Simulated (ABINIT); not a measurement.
Set up this calculation in ABINIT 10.8.3 (patched build), as the native input.

* Task: equation of state
* Functional: PBEsol
* Potentials or basis: JTH PAW PBE v2.0
* Cutoff: 571 eV
* k mesh: 11 × 11 × 11
* Occupations: fermi-dirac, width 0.05 eV
* Spin: no spin polarisation
* Fine-grid cutoff: 1142.88 eV
* Exchange and correlation inside the PAW spheres: full angular mesh (pawxcdev 0, this build's default; the released program takes 1)

The system is Nb.

```
Nb
1.0
    -1.66395    1.66395    1.66395
     1.66395   -1.66395    1.66395
     1.66395    1.66395   -1.66395
Nb
1
Direct
  0.00000 0.00000 0.00000
```

One way to write it, as run:

run.abi

```
# Datasets: one volume each
ndtset 7
getwfk -1
scalecart1 3*0.9795861087
scalecart2 3*0.9864848297
scalecart3 3*0.9932883884
scalecart4 3*1.0000000000
scalecart5 3*1.0066227096
scalecart6 3*1.0131594038
scalecart7 3*1.0196128224

# Pseudopotentials
pp_dirpath "./"
pseudos "Nb.GGA_PBE-JTH.xml"

# Structure
acell 3*1.0 Angstrom
rprim
    -1.6639500000     1.6639500000     1.6639500000
     1.6639500000    -1.6639500000     1.6639500000
     1.6639500000     1.6639500000    -1.6639500000
ntypat 1
znucl 41
natom 1
typat 1
xred
     0.0000000000     0.0000000000     0.0000000000

# Plane-wave basis
ecut 21.0
pawecutdg 42.0

# k points
kptopt 1
ngkpt 11 11 11
nshiftk 1
shiftk 0.0 0.0 0.0

# Exchange and correlation
ixc -116133

# Bands and occupations
nband 11
occopt 3
tsmear 0.05 eV

# SCF cycle
nstep 100
tolvrs 1.0e-9

# Output
iomode 3
prtwf 1
prtden 0
prteig 0
prtebands 0
enunit 1
```

Potentials or basis: JTH PAW PBE v2.0.

Run with:

```sh
$ abinit run.abi > log 2>&1
```

It gave:

```yaml
Equilibrium_volume: 17.59 Å³/atom
Bulk_modulus: 183 GPa
Pressure_derivative_of_the_bulk_modulus: 3.4
```

Caveat: pressures at fixed basis lie under the slope of the energies; the PAW data sets were made with another functional, which shifts forces and pressure a little.

It took 50 s on 1 thread of AMD EPYC 9B14 (Zen 4), with other jobs on the host, peak memory 0.14 GiB.
